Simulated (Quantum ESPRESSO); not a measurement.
## CO2 under changes of volume

One of the cells (7.836 Å³/atom); the others are scaled copies at fixed shape and fractional positions:

```
CELL_PARAMETERS angstrom
-1.97473 1.97473 3.01406
1.97473 -1.97473 3.01406
1.97473 1.97473 -3.01406
ATOMIC_POSITIONS crystal
O 0.87500 0.95980 0.58480
O 0.37500 0.29020 0.41520
O 0.04020 0.62500 0.91520
O 0.70980 0.12500 0.08480
C 0.00000 0.00000 0.00000
C 0.75000 0.25000 0.50000
```

The cell comes from a database or a generator and needn't be the stable form of this composition.

| Item | Value |
| --- | --- |
| Program | Quantum ESPRESSO 7.5 |
| Functional | PBE |
| Potentials or basis | SSSP 1.3 efficiency PBE |
| Cutoff | 748 eV |
| Density cutoff | 5987 eV |
| k mesh | 9 × 9 × 9 |
| Occupations | fermi-dirac, width 0.05 eV |
| Spin | no spin polarisation |

| volume (Å³/atom) | energy over the lowest point (meV/atom) | pressure (GPa) | gap on the mesh (eV) | largest force (eV/Å) |
| --- | --- | --- | --- | --- |
| 7.366 | ? | ? | ? | ? |
| 7.522 | 11.17 | 11.3 | 7.88 | 0.600 |
| 7.679 | 2.78 | 5.2 | 7.79 | 0.292 |
| 7.836 | 0.00 | -0.2 | 7.69 | 0.009 |
| 7.992 | 2.29 | -5.1 | 7.60 | 0.252 |
| 8.149 | 9.12 | -9.5 | 7.50 | 0.493 |
| 8.306 | 20.05 | -13.5 | 7.35 | 0.715 |

**Question.** What does the run at 7.366 Å³/atom give?

**Answer.** Energy over the lowest point 25.82 meV/atom; pressure 18.0 GPa; gap on the mesh 7.96 eV; largest force 0.934 eV/Å.

Worked out: A Birch-Murnaghan fit of order 3 (a polynomial in V^(-2/3)) to the other rows has its minimum at 7.84 Å³/atom with B0 = V·E''(V) = 257 GPa and B' = 4.3 at fixed shape and positions, which overstates the stiffness. It gives 25.73 meV/atom at 7.366 Å³/atom, against the run's 25.82, and -dE/dV = 18.4 GPa, against 18.0. A parabola through the other rows of the gap, of slope -2.94 eV per unit of ln V there, extrapolates to 7.94 eV, against the run's 7.96.

Energies are extrapolated to zero smearing.

Caveats: an odd mesh through Γ misses points on the zone boundary, where band edges often lie.
